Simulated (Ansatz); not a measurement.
Relaxed-ion elastic tensor of ZnTe (zinc blende, space group No. 216) in GPa (Voigt order), DFT-PBE in the program Ansatz with PAW potentials; density 5.43 g/cm³, 29.49 Å³ per atom.

```json
[
 {"": "1", "1": "63.1", "2": "33.4", "3": "33.4", "4": "0.0", "5": "0.0", "6": "0.0"},
 {"": "2", "1": "33.4", "2": "63.1", "3": "33.4", "4": "0.0", "5": "0.0", "6": "0.0"},
 {"": "3", "1": "33.4", "2": "33.4", "3": "63.1", "4": "0.0", "5": "0.0", "6": "0.0"},
 {"": "4", "1": "0.0", "2": "0.0", "3": "0.0", "4": "29.8", "5": "0.0", "6": "0.0"},
 {"": "5", "1": "0.0", "2": "0.0", "3": "0.0", "4": "0.0", "5": "29.8", "6": "0.0"},
 {"": "6", "1": "0.0", "2": "0.0", "3": "0.0", "4": "0.0", "5": "0.0", "6": "29.8"}
]
```

Is the crystal mechanically stable?

Yes: the smallest eigenvalue of C is 29.7 GPa.

Work out the Voigt, Reuss and Hill averages.

K_V = 43.3, K_R = 43.3, K_H = 43.3; G_V = 23.8, G_R = 21.2, G_H = 22.5 GPa.

Give Young's modulus, Poisson's ratio, Pugh's ratio and the universal anisotropy index.

E = 9KG/(3K + G) = 57.6 GPa; ν = 0.28; K/G = 1.92 (ductile by the Pugh limit of 1.75); A_U = 5G_V/G_R + K_V/K_R − 6 = 0.61.

Estimate the sound speeds and the Debye temperature.

v_l = √((K + 4G/3)/ρ) = 3670 m/s, v_t = √(G/ρ) = 2040 m/s, mean 2270 m/s; Θ = (h/k)(3n/4πV)^(1/3) v_m = 219 K.

Give the Zener ratio and Young's modulus along [100], [110] and [111].

A = 2C44/(C11 − C12) = 2.01; 1/E = S11 − 2(S11 − S12 − S44/2)Γ with Γ = 0, 1/4, 1/3 gives 40.0, 60.3, 72.7 GPa.

Solve the Christoffel equation for the three sound speeds along [100], [110], [111].

Eigenvalues of C_ijkl n_j n_l equal ρv² (piezoelectric stiffening left out). In km/s, slowest first: [100] 2.34, 2.34, 3.41; [110] 1.65, 2.34, 3.79; [111] 1.91, 1.91, 3.91.

Space group F-43m (zinc blende). The PBE relaxation kept the symmetry of its start; of distortions, only those at the zone centre were tested. Scalar-relativistic: spin–orbit coupling is off unless named, which matters more the heavier the elements.

Potentials: the later of the program's two PAW sets.
